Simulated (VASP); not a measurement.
# SnO (P4/nmm) in VASP: a series of runs

One crystal, SnO, is run at these levels: TB-mBJ, PBEsol, SCAN, PBE, LDA; tasks: band structure, dielectric tensor.

Program: VASP 6.6.1. These are calculated values, not measurements. Logs are shortened: lines on timing, memory, paths and dates and some standing lists are left out, and cuts for length are marked.

## 1. The structure

It takes space group P4/nmm (No. 129, tetragonal). Conventional cell: a = 3.802 Å, b = 3.802 Å, c = 4.836 Å, α = 90.00°, β = 90.00°, γ = 90.00°. Around Sn (site symmetry 4mm) lie 4 O at 2.22 Å. O (site symmetry -4m2) is surrounded by 4 Sn at 2.22 Å.

## 2. Band structure, TB-mBJ

File POSCAR:

```
SnO
1.0
    3.8020000000      0.0000000000      0.0000000000
    0.0000000000      3.8020000000      0.0000000000
    0.0000000000      0.0000000000      4.8360000000
Sn O
2 2
Direct
    0.0000000000      0.5000000000      0.2385000000
    0.5000000000      0.0000000000      0.7615000000
    0.0000000000      0.0000000000      0.0000000000
    0.5000000000      0.5000000000      0.0000000000
```

File INCAR.step1:

```
  PREC = Accurate
  ENCUT = 520
  EDIFF = 1E-5
  ISMEAR = 0
  SIGMA = 0.02
  LREAL = False
  LASPH = True
  NELM = 60
  ALGO = Normal
  ISIF = 2
  LWAVE = True
  LCHARG = False
  GGA = PE
```

File INCAR.step2:

```
  PREC = Accurate
  ENCUT = 520
  EDIFF = 1E-6
  ISMEAR = 0
  SIGMA = 0.02
  LREAL = False
  LASPH = True
  NELM = 60
  ALGO = Normal
  ISIF = 2
  LWAVE = False
  LCHARG = False
  METAGGA = MBJ
  ISTART = 1
```

File KPOINTS:

```
regular mesh
0
Gamma
  8 8 6
```

File KPOINTS_OPT:

```
path GXMGZRAZ,XR,MA
15
line-mode
reciprocal
 0.0000000000  0.0000000000  0.0000000000  G
 0.0000000000  0.5000000000  0.0000000000  X

 0.0000000000  0.5000000000  0.0000000000  X
 0.5000000000  0.5000000000  0.0000000000  M

 0.5000000000  0.5000000000  0.0000000000  M
 0.0000000000  0.0000000000  0.0000000000  G

 0.0000000000  0.0000000000  0.0000000000  G
 0.0000000000  0.0000000000  0.5000000000  Z

 0.0000000000  0.0000000000  0.5000000000  Z
 0.0000000000  0.5000000000  0.5000000000  R

 0.0000000000  0.5000000000  0.5000000000  R
 0.5000000000  0.5000000000  0.5000000000  A

 0.5000000000  0.5000000000  0.5000000000  A
 0.0000000000  0.0000000000  0.5000000000  Z

 0.0000000000  0.5000000000  0.0000000000  X
 0.0000000000  0.5000000000  0.5000000000  R

 0.5000000000  0.5000000000  0.0000000000  M
 0.5000000000  0.5000000000  0.5000000000  A
```

Potentials or basis: VASP PAW PBE potentials, release 64 (Sn_d, O).

Command:

```bash
$ cat potpaw_PBE.64/Sn_d/POTCAR potpaw_PBE.64/O/POTCAR > POTCAR
$ cp INCAR.step1 INCAR
$ mpirun -np 1 vasp_std > vasp.out
$ cp INCAR.step2 INCAR
$ mpirun -np 1 vasp_std > vasp.out
```

OUTCAR:

```text
PREC = Accurate
   ENCUT = 520
   EDIFF = 1E-6
   ISMEAR = 0
   LREAL = False
   LASPH = True
   NELM = 60
   ISIF = 2
   METAGGA = MBJ
   ISTART = 1

 ion  position               nearest neighbor table
   1  0.000  0.500  0.239-   3 2.22   4 2.22   3 2.22   4 2.22   2 3.54   2 3.54   2 3.54   2 3.54
                             2 3.69   2 3.69   2 3.69   2 3.69
   2  0.500  0.000  0.761-   3 2.22   4 2.22   4 2.22   3 2.22   1 3.54   1 3.54   1 3.54   1 3.54
                             1 3.69   1 3.69   1 3.69   1 3.69
   3  0.000  0.000  0.000-   1 2.22   2 2.22   1 2.22   2 2.22
   4  0.500  0.500  0.000-   1 2.22   2 2.22   2 2.22   1 2.22

  LATTYP: Found a simple tetragonal cell.
 ALAT       =     3.8020000000
 C/A-ratio  =     1.2719621252

  Lattice vectors:

 A1 = (   3.8020000000,   0.0000000000,   0.0000000000)
 A2 = (   0.0000000000,   3.8020000000,   0.0000000000)
 A3 = (   0.0000000000,   0.0000000000,   4.8360000000)

Analysis of symmetry for initial positions (statically):
=====================================================================
 Subroutine PRICEL returns:
 Original cell was already a primitive cell.

 Routine SETGRP: Setting up the symmetry group for a
 simple tetragonal supercell.

 Subroutine GETGRP returns: Found 16 space group operations
 (whereof  8 operations were pure point group operations)
 out of a pool of 16 trial point group operations.

The static configuration has the point symmetry D_2d.
 The point group associated with its full space group is D_4h.

Analysis of symmetry for dynamics (positions and initial velocities):
=====================================================================
 Subroutine PRICEL returns:
 Original cell was already a primitive cell.

 Routine SETGRP: Setting up the symmetry group for a
 simple tetragonal supercell.

 Subroutine GETGRP returns: Found 16 space group operations
 (whereof  8 operations were pure point group operations)
 out of a pool of 16 trial point group operations.

The dynamic configuration has the point symmetry D_2d.
 The point group associated with its full space group is D_4h.

 Subroutine INISYM returns: Found 16 space group operations
 (whereof  8 operations are pure point group operations),
 and found     1 'primitive' translations

----------------------------------------------------------------------------------------

                                     Primitive cell

  volume of cell :      69.9054

  direct lattice vectors                    reciprocal lattice vectors
     3.802000000  0.000000000  0.000000000     0.263019463  0.000000000  0.000000000
     0.000000000  3.802000000  0.000000000     0.000000000  0.263019463  0.000000000
     0.000000000  0.000000000  4.836000000     0.000000000  0.000000000  0.206782465

  length of vectors
     3.802000000  3.802000000  4.836000000     0.263019463  0.263019463  0.206782465

  position of ions in fractional coordinates (direct lattice)
     0.000000000  0.500000000  0.238500000
     0.500000000  0.000000000  0.761500000
     0.000000000  0.000000000  0.000000000
     0.500000000  0.500000000  0.000000000

  ion indices of the primitive-cell ions
   primitive index   ion index
                 1           1
                 2           2
                 3           3
                 4           4

----------------------------------------------------------------------------------------

 KPOINTS: regular mesh

Automatic generation of k-mesh.
 Grid dimensions read from file:
 generate k-points for:    8    8    6

 Generating k-lattice:

  Cartesian coordinates                     Fractional coordinates (reciprocal lattice)
     0.032877433  0.000000000  0.000000000     0.125000000  0.000000000  0.000000000
     0.000000000  0.032877433  0.000000000     0.000000000  0.125000000  0.000000000
     0.000000000  0.000000000  0.034463744     0.000000000  0.000000000  0.166666667

  Length of vectors
     0.032877433  0.032877433  0.034463744

  Shift w.r.t. Gamma in fractional coordinates (k-lattice)
     0.000000000  0.000000000  0.000000000

 Subroutine IBZKPT returns following result:
 ===========================================

 Found     60 irreducible k-points:

 Following reciprocal coordinates:
            Coordinates               Weight
  0.000000  0.000000  0.000000      1.000000
  0.125000  0.000000  0.000000      4.000000
  0.250000  0.000000  0.000000      4.000000
  0.375000  0.000000  0.000000      4.000000
  0.500000  0.000000  0.000000      2.000000
  0.125000  0.125000  0.000000      4.000000
[... 16 lines left out ...]
  0.375000  0.125000  0.166667     16.000000
  0.500000  0.125000  0.166667      8.000000
 [... further k-points ...]
   k-points           NKPTS =     60   k-points in BZ     NKDIM =     60   number of bands    NBANDS=     24
   number of dos      NEDOS =    301   number of ions     NIONS =      4
   total plane-waves  NPLWV =  28224
   dimension x,y,z NGX =    28 NGY =   28 NGZ =   36
   dimension x,y,z NGXF=    56 NGYF=   56 NGZF=   72
   ions per type =               2   2
   NGX,Y,Z   is equivalent  to a cutoff of  12.24, 12.24, 12.38 a.u.
   NGXF,Y,Z  is equivalent  to a cutoff of  24.49, 24.49, 24.75 a.u.
 SYSTEM =  unknown system
   PREC   = accura    normal or accurate (medium, high low for compatibility)
   ISTART =      1    job   : 0-new  1-cont  2-samecut
   ICHARG =      0    charge: 1-file 2-atom 10-const
   ISPIN  =      1    spin polarized calculation?
   LNONCOLLINEAR =      F non collinear calculations
   LSORBIT =      F    spin-orbit coupling
   LASPH  =      T    aspherical Exc in radial PAW
   ENCUT  =  520.0 eV  38.22 Ry    6.18 a.u.   7.07  7.07  8.99*2*pi/ulx,y,z
   NELM   =     60;   NELMIN=  2; NELMDL=  0     # of ELM steps
   EDIFF  = 0.1E-05   stopping-criterion for ELM
   LREAL  =      F    real-space projection
   EDIFFG = 0.1E-04   stopping-criterion for IOM
   NSW    =      0    number of steps for IOM
   IBRION =     -1    ionic relax: 0-MD 1-quasi-New 2-CG
   NFREE  =      0    steps in history (QN), initial steepest desc. (CG)
   ISIF   =      2    stress and relaxation
   ISYM   =      2    0-nonsym 1-usesym 2-fastsym
   POTIM  = 0.5000    time-step for ionic-motion
   TEBEG  =    0.0;   TEEND  =   0.0 temperature during run
   PSTRESS=    0.0 pullay stress
   NELECT =      40.0000    total number of electrons
   NUPDOWN=      -1.0000    fix difference up-down
   EMIN   =  10.00;   EMAX   =-10.00  energy-range for DOS
   EFERMI =   0.00;   METHOD = LEGACY
   ISMEAR =     0;   SIGMA  =   0.02  broadening in eV -4-tet -1-fermi 0-gaus
   EFERMI_NEDOS =   21; number of points for ismear=-14 and -15
   IALGO  =     38    algorithm
   IMIX   =      4    mixing-type and parameters
     AMIX     =   0.40;   BMIX     =  1.00
     AMIX_MAG =   1.60;   BMIX_MAG =  1.00
  volume/ion in A,a.u.               =      17.48       117.94
  Fermi-wavevector in a.u.,A,eV,Ry     =   1.359121  2.568365 25.132801  1.847209
  Thomas-Fermi vector in A             =   2.485896
   LORBIT       =      0    0 simple, 1 ext, 2 COOP (PROOUT), +10 PAW based schemes
   METAGGA = MBJ    functional components
   LHFCALC =     F    Hartree Fock is set to
   AEXX    =    0.0000 exact exchange contribution
   IVDW    =     0    specifies the selected vdW correction
   LEPSILON=     F    determine dielectric tensor
   LRPA    =     F    only Hartree local field effects (RPA)
 non-spin polarized calculation
 Gauss-broadening in eV      SIGMA  =   0.02
  energy-cutoff  :      520.00
  volume of cell :       69.91
 maximum number of plane-waves:      1904
   NGX = 15   NGY = 15   NGZ = 17

 number of electron      39.9999991 magnetization

 Free energy of the ion-electron system (eV)
  ---------------------------------------------------
  ext. energy  EPLUGINS =         0.00000000
  ---------------------------------------------------
  free energy    TOTEN  =       599.67324342 eV

  energy without entropy =      599.67324342  energy(sigma->0) =      599.67324342

 E-fermi :   8.0169     XC(G=0): -10.8662

 val. band max:        7.9385100343   @ k =   0.0000   0.0000   0.0000
 cond. band min:       8.1385386651   @ k =   0.5000   0.5000   0.0000
 fundamental gap:      0.2000286308
 Fermi energy:         8.0168755587

 k-point     1 :       0.0000    0.0000    0.0000
  band No.  band energies     occupation
      1     -15.1356      2.00000
      2     -14.6133      2.00000
      3     -14.5682      2.00000
      4     -14.5682      2.00000
      5     -14.4897      2.00000
      6     -14.4551      2.00000
[... 16 lines left out ...]
     23      12.5876      0.00000
     24      12.9372      0.00000

 k-point     2 :       0.1250    0.0000    0.0000
  band No.  band energies     occupation
      1     -15.1262      2.00000
      2     -14.6177      2.00000
      3     -14.5676      2.00000
      4     -14.5643      2.00000
      5     -14.5617      2.00000
      6     -14.4916      2.00000
[... 16 lines left out ...]
     23      12.6935      0.00000
     24      13.3412      0.00000

 k-point     3 :       0.2500    0.0000    0.0000
  band No.  band energies     occupation
      1     -15.0989      2.00000
      2     -14.7473      2.00000
      3     -14.5765      2.00000
      4     -14.5646      2.00000
      5     -14.5534      2.00000
      6     -14.4972      2.00000
[... 16 lines left out ...]
     23      13.0013      0.00000
     24      13.2491      0.00000

 k-point     4 :       0.3750    0.0000    0.0000
  band No.  band energies     occupation
      1     -15.0538      2.00000
      2     -14.8843      2.00000
      3     -14.5620      2.00000
      4     -14.5593      2.00000
      5     -14.5378      2.00000
      6     -14.5067      2.00000
[... 16 lines left out ...]
     23      13.4714      0.00000
     24      13.6928      0.00000

 k-point     5 :       0.5000    0.0000    0.0000
  band No.  band energies     occupation
      1     -14.9854      2.00000
      2     -14.9854      2.00000
      3     -14.5565      2.00000
      4     -14.5565      2.00000
      5     -14.5210      2.00000
      6     -14.5210      2.00000
[... 16 lines left out ...]
     23      13.9961      0.00000
     24      13.9961      0.00000

 k-point     6 :       0.1250    0.1250    0.0000
  band No.  band energies     occupation
      1     -15.1176      2.00000
      2     -14.6427      2.00000
      3     -14.6053      2.00000
      4     -14.5755      2.00000
      5     -14.5515      2.00000
      6     -14.4900      2.00000
[... 16 lines left out ...]
     23      12.0388      0.00000
     24      13.3236      0.00000
[... 379 lines left out ...]
 k-point    21 :       0.1250    0.1250    0.1667
  band No.  band energies     occupation
      1     -15.1150      2.00000
      2     -14.6497      2.00000
      3     -14.6091      2.00000
      4     -14.5683      2.00000
      5     -14.5477      2.00000
      6     -14.4863      2.00000
[... 16 lines left out ...]
     23      11.3926      0.00000
     24      13.7615      0.00000

 k-point    22 :       0.2500    0.1250    0.1667
  band No.  band energies     occupation
      1     -15.0918      2.00000
      2     -14.7819      2.00000
      3     -14.5909      2.00000
      4     -14.5702      2.00000
      5     -14.5371      2.00000
      6     -14.4906      2.00000
[... 16 lines left out ...]
     23      11.7503      0.00000
     24      13.6236      0.00000

 k-point    23 :       0.3750    0.1250    0.1667
  band No.  band energies     occupation
      1     -15.0535      2.00000
      2     -14.9037      2.00000
      3     -14.5736      2.00000
      4     -14.5673      2.00000
      5     -14.5257      2.00000
      6     -14.5016      2.00000
[... 16 lines left out ...]
     23      12.4551      0.00000
     24      13.6688      0.00000

 k-point    24 :       0.5000    0.1250    0.1667
  band No.  band energies     occupation
      1     -14.9938      2.00000
      2     -14.9938      2.00000
      3     -14.5663      2.00000
      4     -14.5663      2.00000
      5     -14.5140      2.00000
      6     -14.5140      2.00000
[... 16 lines left out ...]
     23      13.1880      0.00000
     24      13.1880      0.00000

 [... further k-points ...]

------------------------ aborting loop because EDIFF is reached ----------------------------------------

  FORCE on cell =-STRESS in cart. coord.  units (eV):
  Direction    XX          YY          ZZ          XY          YZ          ZX
  --------------------------------------------------------------------------------------
  -------------------------------------------------------------------------------------
  Total     -210.8827466   -210.8827466   -214.2351817      0.0000000      0.0000000      0.0000000
  in kB    -4833.2706437  -4833.2706437  -4910.1058807      0.0000000      0.0000000      0.0000000
  external PRESSURE =   -4858.8823894 kB  Pullay stress =       0.0000000 kB

 VOLUME and BASIS-vectors are now :
 -----------------------------------------------------------------------------
  energy-cutoff  :      520.00
  volume of cell :       69.91
      direct lattice vectors                 reciprocal lattice vectors
     3.802000000  0.000000000  0.000000000     0.263019463  0.000000000  0.000000000
     0.000000000  3.802000000  0.000000000     0.000000000  0.263019463  0.000000000
     0.000000000  0.000000000  4.836000000     0.000000000  0.000000000  0.206782465

 POSITION                                       TOTAL-FORCE (eV/Angst)
 -----------------------------------------------------------------------------------
      0.00000      1.90100      1.15339        -0.000000      0.000000      7.777360
      1.90100      0.00000      3.68261        -0.000000      0.000000     -7.777360
      0.00000      0.00000      0.00000        -0.000000     -0.000000      0.000000
      1.90100      1.90100      0.00000         0.000000      0.000000      0.000000
 -----------------------------------------------------------------------------------
    total drift:                                0.000000      0.000000      0.000000

  FREE ENERGIE OF THE ION-ELECTRON SYSTEM (eV)
  ---------------------------------------------------
  free  energy   TOTEN  =       599.6732434173 eV

  energy  without entropy=      599.6732434173  energy(sigma->0) =      599.67324342
```

Run time: 3.3 min. Hardware: 1 thread of Intel Xeon 6975P-C (Granite Rapids), shared host; peak memory 0.28 GiB.

Results:

| Quantity | Value |
| --- | --- |
| Band gap on the k mesh | 0.20 eV, indirect (least direct gap 2.37 eV) |
| Band gap along the path | 0.20 eV, indirect (least direct gap 2.37 eV) |

Levels at the corners of the path, in eV from the valence-band top:
| point | band 18 | band 19 | band 20 | band 21 | band 22 | band 23 |
| --- | --- | --- | --- | --- | --- | --- |
| Γ | -3.90 | -3.90 | 0.00 | 2.56 | 4.65 | 4.65 |
| X | -5.46 | -3.05 | -3.05 | 3.47 | 3.47 | 6.06 |
| X | -5.46 | -3.05 | -3.05 | 3.47 | 3.47 | 6.06 |
| M | -3.30 | -2.17 | -2.17 | 0.20 | 0.20 | 4.84 |
| M | -3.30 | -2.17 | -2.17 | 0.20 | 0.20 | 4.84 |
| Γ | -3.90 | -3.90 | 0.00 | 2.56 | 4.65 | 4.65 |
| Γ | -3.90 | -3.90 | 0.00 | 2.56 | 4.65 | 4.65 |
| Z | -3.92 | -2.88 | -2.79 | 2.44 | 3.11 | 3.11 |
| Z | -3.92 | -2.88 | -2.79 | 2.44 | 3.11 | 3.11 |
| R | -5.43 | -2.20 | -2.20 | 2.80 | 2.80 | 5.58 |
| R | -5.43 | -2.20 | -2.20 | 2.80 | 2.80 | 5.58 |
| A | -3.30 | -2.84 | -2.84 | 2.23 | 2.23 | 4.50 |
| A | -3.30 | -2.84 | -2.84 | 2.23 | 2.23 | 4.50 |
| Z | -3.92 | -2.88 | -2.79 | 2.44 | 3.11 | 3.11 |
| X | -5.46 | -3.05 | -3.05 | 3.47 | 3.47 | 6.06 |
| R | -5.43 | -2.20 | -2.20 | 2.80 | 2.80 | 5.58 |
| M | -3.30 | -2.17 | -2.17 | 0.20 | 0.20 | 4.84 |
| A | -3.30 | -2.84 | -2.84 | 2.23 | 2.23 | 4.50 |

Caveat: the PAW data sets were made with another functional, which shifts forces and pressure a little; spin-orbit coupling is left out, which moves the levels of the heavy elements.

## 3. Band structure, PBEsol

File INCAR:

```
PREC = Accurate ; ENCUT = 520
EDIFF = 1E-7 ; ISMEAR = 0
SIGMA = 0.02 ; LREAL = False
LASPH = True ; NELM = 60
ALGO = Normal ; ISIF = 2
LWAVE = False ; LCHARG = False
GGA = PS
```

KPOINTS is that of step 2.

POSCAR is that of step 2.

KPOINTS_OPT: that of step 2 with these lines changed.

```diff
@@ -1,3 +1,3 @@
 path GXMGZRAZ,XR,MA
-15
+20
 line-mode
```

Potentials or basis: VASP PAW PBE potentials, release 64 (Sn_d, O).

Command:

```bash
$ cat potpaw_PBE.64/Sn_d/POTCAR potpaw_PBE.64/O/POTCAR > POTCAR
$ mpirun -np 1 vasp_std > vasp.out
```

It took 2.1 min on 1 thread of Intel Xeon Platinum 8488C (Sapphire Rapids), shared host; peak memory 0.26 GiB.

It converged, with:

```yaml
Free_energy: -24.2114 eV
Pressure: 0.2 GPa
Largest_force: 0.148 eV/Å
Band_gap_along_the_path: none (metal or under the smearing width)
```

Forces in eV/Å, atoms in the order of the input:
```
Sn   0.000  0.000  0.148
Sn   0.000  0.000 -0.148
O    0.000  0.000  0.000
O    0.000  0.000  0.000
```

Stress tensor (GPa, compression positive):
```
 0.32  0.00  0.00
 0.00  0.32  0.00
 0.00  0.00 -0.10
```

Levels at the corners of the path, in eV from the Fermi level:
```
point  band 18  band 19  band 20  band 21  band 22  band 23
    Γ    -3.20    -3.20    -0.01     2.04     4.28     4.65
    X    -4.90    -2.75    -2.75     3.14     3.14     5.88
    X    -4.90    -2.75    -2.75     3.14     3.14     5.88
    M    -2.53    -1.90    -1.90     0.00     0.00     4.35
    M    -2.53    -1.90    -1.90     0.00     0.00     4.35
    Γ    -3.20    -3.20    -0.01     2.04     4.28     4.65
    Γ    -3.20    -3.20    -0.01     2.04     4.28     4.65
    Z    -3.22    -3.14    -2.25     1.58     2.89     2.89
    Z    -3.22    -3.14    -2.25     1.58     2.89     2.89
    R    -4.86    -1.76    -1.76     2.53     2.53     5.38
    R    -4.86    -1.76    -1.76     2.53     2.53     5.38
    A    -2.72    -2.53    -2.53     2.30     2.30     3.98
    A    -2.72    -2.53    -2.53     2.30     2.30     3.98
    Z    -3.22    -3.14    -2.25     1.58     2.89     2.89
    X    -4.90    -2.75    -2.75     3.14     3.14     5.88
    R    -4.86    -1.76    -1.76     2.53     2.53     5.38
    M    -2.53    -1.90    -1.90     0.00     0.00     4.35
    A    -2.72    -2.53    -2.53     2.30     2.30     3.98
```

Caveat: the PAW data sets were made with another functional, which shifts forces and pressure a little; spin-orbit coupling is left out, which moves the levels of the heavy elements.

[end of part 1 of 2]
